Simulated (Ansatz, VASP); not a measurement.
# One calculation of Cr, two programs

File INCAR:

```
PREC = Accurate ; ENCUT = 520
EDIFF = 1E-7 ; ISMEAR = -1
SIGMA = 0.1 ; LREAL = False
LASPH = True ; NELM = 150
ALGO = Normal ; ISIF = 2
LWAVE = False ; LCHARG = False
ISPIN = 2 ; MAGMOM = -3 3
LORBIT = 11 ; LMAXMIX = 4
GGA = PE ; NBANDS = 23
```

KPOINTS

```
Automatic mesh
0
Gamma
  9 9 8
```

The input POSCAR:

```
Cr
1.0
    2.8307344662      0.0000000000      0.0000000000
    0.0000000000      2.8307344662      0.0000000000
    0.0000000000      0.0000000000      3.2657892906
Cr
2
Direct
    0.0000000000      0.0000000000      0.0000000000
    0.5000000000      0.5000000000      0.5000000000
```

Input for Ansatz:

```yaml
crystal:
  lattice:
    - [2.8307344662, 0.0, 0.0]
    - [0.0, 2.8307344662, 0.0]
    - [0.0, 0.0, 3.2657892906]
  atoms:
    - { symbol: Cr, position: [0.0, 0.0, 0.0], spin: -3.0 }
    - { symbol: Cr, position: [0.5, 0.5, 0.5], spin: 3.0 }
magnetization:
  spin_polarized: true
kpoints:
  mp_grid: { grid: [9, 9, 8] }
scf:
  occupations: { method: fermi_dirac, width: 0.1 }
  lower_state_search: "off"
hamiltonian:
  xc: pbe
  pseudopotentials: { kind: paw }
output:
  forces: true
  stress: true
  eigenvalues: true
```

Change from the starting cell: stretched by +10 % along [0.0, 0.0, 1.0] at fixed volume; collinear moments without spin-orbit coupling, PAW files.

Alike in both runs: task single point; functional PBE; k mesh 9 × 9 × 8; occupations fermi-dirac, width 0.1 eV; collinear spin.

|  | VASP | Ansatz |
| --- | --- | --- |
| version | VASP 6.6.1 | Ansatz 0.2.0 |
| potentials or method | VASP PAW PBE potentials, release 64 (Cr_pv) | PAW with Ansatz's default frozen-core files, scalar-relativistic |
| plane-wave cutoff (eV) | 520 | 420 |
| valence electrons in the cell | 24 | 28 |

Ansatz gave:

| Item | Value |
| --- | --- |
| pressure (GPa) | -10.7 |
| largest component of the traceless stress (GPa) | 20.50 |
| net moment per atom (μB) | 0.00 |
| size of the moment on the site where the two differ most (μB) | 1.72 |

Q: What did VASP give for the same quantities?

A: Pressure (GPa): -10.2; largest component of the traceless stress (GPa): 20.20; net moment per atom (μB): 0.00; size of the moment on the site where the two differ most (μB): 1.84.

Site moments also hang on the region over which each program counts them. The functional is the same, so the differences come from potentials, cutoffs and numerics. The two sets of potentials don't hold the same shells in valence.
